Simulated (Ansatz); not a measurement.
# HfS2: the cost of one run

Program: Ansatz 0.2.0. Level of theory: DFT PBE, scalar-relativistic, plane waves, PAW. These are calculated values, not measurements.

### Step 1. The system as given

It takes space group P-3m1 (No. 164, trigonal). Conventional cell: a = 3.651 Å, b = 3.651 Å, c = 6.857 Å, α = 90.00°, β = 90.00°, γ = 120.00°. Hf (site symmetry -3m) has 6 S at 2.56 Å as nearest neighbours. Around S (site symmetry 3m) lie 3 Hf at 2.56 Å.

Coordinates:

```cif
data_structure
_symmetry_space_group_name_H-M 'P-3m1'
_symmetry_Int_Tables_number 164
_cell_length_a 3.6514
_cell_length_b 3.6514
_cell_length_c 6.8573
_cell_angle_alpha 90.000
_cell_angle_beta 90.000
_cell_angle_gamma 120.000
_cell_volume 79.18
loop_
_atom_site_label
_atom_site_type_symbol
_atom_site_symmetry_multiplicity
_atom_site_Wyckoff_symbol
_atom_site_fract_x
_atom_site_fract_y
_atom_site_fract_z
_atom_site_occupancy
Hf1 Hf 1 a 0.00000 0.00000 0.00000 1
S1 S 2 d 0.66667 0.33333 0.78901 1
```

The cell was relaxed beforehand at this level, from a generated guess; it is a trial structure. At a tolerance of 0.02 Å it has space group P-3m1 (No. 164); it has 26.39 Å³/atom, an uncorrected energy of -1.58 eV/atom over the elements.

### Step 2. Static run: bands, density of states and charges

The input, input.yaml:

```yaml
crystal:
  lattice:
    - [3.6514094369, -2.9e-09, 0.0]
    - [-1.825704716, 3.1622133334, 0.0]
    - [0.0, 0.0, 6.8573446303]
  atoms:
    - { symbol: Hf, position: [0.0, 0.0, 0.0] }
    - { symbol: S, position: [0.6666666667, 0.3333333333, 0.7890123735] }
    - { symbol: S, position: [0.3333333333, 0.6666666667, 0.2109876265] }
basis:
  ecutwfc: 420
kpoints:
  mp_grid: { grid: [12, 12, 4] }
  band_path:
    path:
      - [[0.0, 0.0, 0.0], [0.5, 0.0, 0.0], [0.33333333, 0.33333333, 0.0], [0.0, 0.0, 0.0], [0.0, 0.0, 0.5], [0.5, 0.0, 0.5], [0.33333333, 0.33333333, 0.5], [0.0, 0.0, 0.5]]
      - [[0.5, 0.0, 0.5], [0.5, 0.0, 0.0]]
      - [[0.33333333, 0.33333333, 0.5], [0.33333333, 0.33333333, 0.0]]
    npoints: 14
hamiltonian:
  xc: pbe
scf:
  occupations: { method: gaussian, width: 0.02 }
  n_extra_bands: 7
output:
  forces: true
  stress: true
  eigenvalues: true
  populations: true
  dos: { projected: true, de: 0.02, nscf_kmesh: { grid: [18, 18, 6] } }
  bader: true
  write_density: true
  write_potential: true
  elf: true
  volumetric_format: npy
```

The run is started by

```
$ ansatz run input.yaml --threads 1 --pin off --max-ram 2560MiB --backend cpu --events-out ev --progress --plain --runs-dir out
```

**Question.** How long does this run take on 1 thread of Arm Neoverse V1, shared host, and how much memory does it need?

About 50 s, with a peak of 0.48 GiB.
